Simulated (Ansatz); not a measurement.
**Li: rattling a relaxed structure**

The cell was found from a structure generator's guess, not taken from experiment.

Computed with Ansatz 0.2.0, DFT PBE, scalar-relativistic, plane waves, PAW. Cutoff 420 eV; k points 18×18×18 on the computed 4-atom cell (Γ-centred); Gaussian smearing, width 0.10 eV; no spin polarisation.

The cell below (4 atoms, space group I4_1/amd (No. 141)) is relaxed within its symmetry.

```yaml
crystal:
  lattice:
    - [-3.75164, 3.75164, 1.43684]
    - [3.75164, -3.75164, 1.43684]
    - [3.75164, 3.75164, -1.43684]
  atoms:
    - { symbol: Li, position: [0.37500, 0.62500, 0.75000] }
    - { symbol: Li, position: [0.87500, 0.62500, 0.25000] }
    - { symbol: Li, position: [0.37500, 0.12500, 0.75000] }
    - { symbol: Li, position: [0.37500, 0.62500, 0.25000] }
```

For the test a repeat of it with 8 atoms (edges 5.50, 5.50, 5.75 Å) was strained at random (σ = 1.5 % a component), the atoms were moved at random (σ = 0.05 Å), and all was relaxed again on a coarse 4×4×4 mesh (in the run’s order of axes) with 0.20 eV smearing, with no symmetry imposed.

Question: Does it come back?

Answer: It doesn't return. The energy falls by 78 meV/atom on that mesh, the volume changes by -0.2 %, and the end has space group C2/m (No. 12) at a loose tolerance. Relaxed again on a 22×22×22 mesh with 0.10 eV smearing, the new structure lies 74 meV/atom below the first (mesh in the axes of the run's cell; the cell below is made exact in the group named). Space group Fm-3m (No. 225), cubic, a = 4.323 Å. Around Li lie 12 Li at 3.06 Å.

```xyz
1
Lattice="0.0000 2.1615 2.1615 2.1615 0.0000 2.1615 2.1615 2.1615 0.0000" Properties=species:S:1:pos:R:3 pbc="T T T"
Li    0.0000    0.0000    0.0000
```
